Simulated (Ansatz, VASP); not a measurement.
**One calculation of Nb, two programs**

INCAR

```
SYSTEM = Nb
ALGO = Normal
EDIFF = 1E-8
ENCUT = 520
ISIF = 2
ISMEAR = -1
LASPH = .TRUE.
LCHARG = .FALSE.
LEFG = .TRUE.
LREAL = .FALSE.
LWAVE = .FALSE.
NBANDS = 12
NELM = 60
PREC = Accurate
SIGMA = 0.03
```

File KPOINTS:

```
k-points
0
G
  13 13 13
  0 0 0
```

File POSCAR:

```
Nb
1.0
    0.0000000000      2.0718246199      2.0718246199
    2.0718246199      0.0000000000      2.0718246199
    2.0718246199      2.0718246199      0.0000000000
Nb
1
Direct
    0.0000000000      0.0000000000      0.0000000000
```

Input for Ansatz:

```yaml
crystal:
  lattice:
    - [0.0, 2.0718246199, 2.0718246199]
    - [2.0718246199, 0.0, 2.0718246199]
    - [2.0718246199, 2.0718246199, 0.0]
  atoms:
    - { symbol: Nb, position: [0.0, 0.0, 0.0] }
kpoints:
  mp_grid: { grid: [13, 13, 13] }
scf:
  occupations: { method: fermi_dirac, width: 0.03 }
hamiltonian:
  xc: lda
  pseudopotentials: { kind: paw }
output:
  forces: true
  stress: true
  eigenvalues: true
  efg: { contact_densities: true }
```

Change from the starting cell: volume scaled by 0.94, PAW files.

Alike in both runs: task electric field gradients; functional LDA; k mesh 13 × 13 × 13; occupations fermi-dirac, width 0.03 eV; no spin polarisation.

|  | VASP | Ansatz |
| --- | --- | --- |
| version | VASP 6.6.1 | Ansatz 0.2.0 |
| potentials or method | VASP PAW LDA potentials, release 64 (Nb_sv) | PAW with Ansatz's default frozen-core files, scalar-relativistic |
| plane-wave cutoff (eV) | 520 | 420 |
| valence electrons in the cell | 13 | 13 |

Ansatz gave:

| Property | Result |
| --- | --- |
| pressure (GPa) | -0.1 |
| Vzz of the field gradient on the site that differs most (V/Å²) | 0.0 |

Q: What did VASP give for the same quantities?

A: Pressure (GPa): -0.3; Vzz of the field gradient on the site that differs most (V/Å²): 0.0.

Ansatz warned: «gradients_without_spin_orbit».
